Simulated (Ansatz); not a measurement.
The system is TiO2.

```
Ti O
1.0
     2.96826    0.00000    0.00000
     0.00021    4.70761    0.00000
     1.48357    0.24235    7.08346
Ti O
3 6
Cartesian
  0.0111 0.0020 0.0050
  1.4933 2.3377 2.2452
  2.9797 2.6161 4.8486
  1.4969 0.9041 0.9105
  2.9795 1.5111 3.2009
  1.4967 1.6498 5.7110
  2.9804 3.3042 1.3825
  1.4963 3.4427 3.8925
  2.9811 4.0496 6.1826
```

The cell comes from a database or a generator and needn't be the stable form of this composition.

| Quantity | Value |
| --- | --- |
| Program | Ansatz 0.2.0 |
| Task | relaxation of cell and atoms |
| Functional | PBE |
| Potentials or basis | Ansatz PAW |
| Cutoff | 420 eV (not typed: the program's choice for these potentials) |
| k mesh | 9 × 6 × 4 |
| Occupations | fermi-dirac, width 0.05 eV |
| Spin | no spin polarisation |
| Hubbard terms | Ti d U = 3 eV |

At the start: volume 11.00 Å³/atom.

Q: Where does the relaxation end?

A: It ends after 9 steps and the volume is 11.38 Å³/atom (+3.5 %); space group C2/m (No. 12, to 0.05 Å).

Step by step:
```csv
step,energy change (eV),largest force (eV/Å),volume (Å³)
1,0.0000,0.1468,98.98
2,-0.0426,0.1525,101.52
3,-0.0445,0.0504,102.17
4,-0.0446,0.0426,102.20
5,-0.0450,0.0107,102.20
6,-0.0452,0.0032,102.19
7,-0.0620,0.0032,102.19
8,-0.0614,0.0015,102.41
9,-0.0623,0.0018,102.41
```

Final structure:
```
Ti O
1.0
     3.00472   -0.00007    0.00013
     0.00010    4.77179   -0.02337
     1.50209    0.21046    7.14140
Ti O
3 6
Cartesian
  0.0120 0.0019 0.0050
  1.5145 2.3841 2.2461
  3.0167 2.6020 4.8821
  1.5143 0.9174 0.9033
  3.0166 1.5441 3.1991
  1.5142 1.6295 5.7415
  3.0167 3.3566 1.3867
  1.5143 3.4420 3.9291
  3.0166 4.0687 6.2249
```

Caveat: the plane-wave basis is chosen anew once the cell has moved, so the energies of steps on either side of that aren't comparable; the pressure holds a Pulay correction of +0.7 GPa for the finite cutoff.
